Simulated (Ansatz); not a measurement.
# A series in volume per atom on Al

All results are calculated (Ansatz 0.2.0). Periodic Kohn-Sham DFT of a crystal at fixed atoms; pressure and stress are positive in compression; the energy is the free energy less that of spherical unpolarised free atoms; site moments are those in the method's own spheres, positive along +z.

Cell of the first row (space group Fd-3m, No. 227):
```
cell vectors (Å)
   0.0000     2.9825     2.9825
   2.9825     0.0000     2.9825
   2.9825     2.9825     0.0000
atoms (fractions of the cell vectors)
Al  0.00000  0.00000  0.00000
Al  0.25000  0.25000  0.25000
```

Settings of every row: method all-electron LAPW; functional PBE; relativity scalar; k mesh 9x9x9; filling fermi-dirac; smearing width 0.08 eV; basis error target 0.25 meV/atom; nucleus gaussian.

Atom start moment: 0 on all atoms.

Limits: the cell comes from a prototype or a list of computed structures and needn't be the stable phase.

```
row  volume per atom (Å³)  energy less free atoms (eV/atom)  pressure (GPa)
  1                 26.53                           -2.9981            1.61
  2                27.083                           -3.0022           0.743
  3                27.635                           -3.0033          -0.038
  4                28.188                            -3.002          -0.743
  5                28.741                                 ?               ?
```

Question: what energy less free atoms and pressure should row 5 give?

Worked fit of energy less free atoms. Take u = (V_r/V)^(2/3) − 1 with V_r = 27.359 Å³ an atom, which is twice the finite (Eulerian) strain; such expansions in the strain, on which the Birch-Murnaghan equation of state is built, carry the rest volume and the bulk modulus. The shown rows have u = 0.02072, 0.00678, -0.00667, -0.0197. Least squares give energy less free atoms = −3.00309 + 0.0882 × u + 7.322 × u² eV/atom; a straight line predicts inner rows, each left out in turn, worse (root mean square 0.0019 against 0.00011 eV/atom). The rows lie off it by 0.0000, 0.0000, 0.0001, 0.0000. The withheld row has u = -0.03232, so the fit gives −3.00309 + 0.0882 × (-0.03232) + 7.322 × (-0.03232)² = -2.9983 eV/atom.

The calculation gave -2.9983 eV/atom. The fit meets it to the printed digit. This row lies beyond the range of the fit.

Worked fit of pressure. Take u = (V_r/V)^(2/3) − 1 with V_r = 27.359 Å³ an atom, which is twice the finite (Eulerian) strain; such expansions in the strain, on which the Birch-Murnaghan equation of state is built, carry the rest volume and the bulk modulus. The shown rows have u = 0.02072, 0.00678, -0.00667, -0.0197. Least squares give pressure = 0.3425 + 58.06 × u + 150.18 × u² GPa; a straight line predicts inner rows, each left out in turn, worse (root mean square 0.039 against 0.00014 GPa). All shown rows lie on it to the printed digit. The pressure vanishes at u = -0.0060, or V = 27.61 Å³ an atom, and there the bulk modulus at fixed shape and fractions is B = −V dP/dV = (2/3)(1 + u) dP/du = 37.3 GPa. The withheld row has u = -0.03232, so the fit gives 0.3425 + 58.06 × (-0.03232) + 150.18 × (-0.03232)² = -1.377 GPa.

The calculation gave -1.377 GPa. The fit meets it to the printed digit. This row lies beyond the range of the fit.
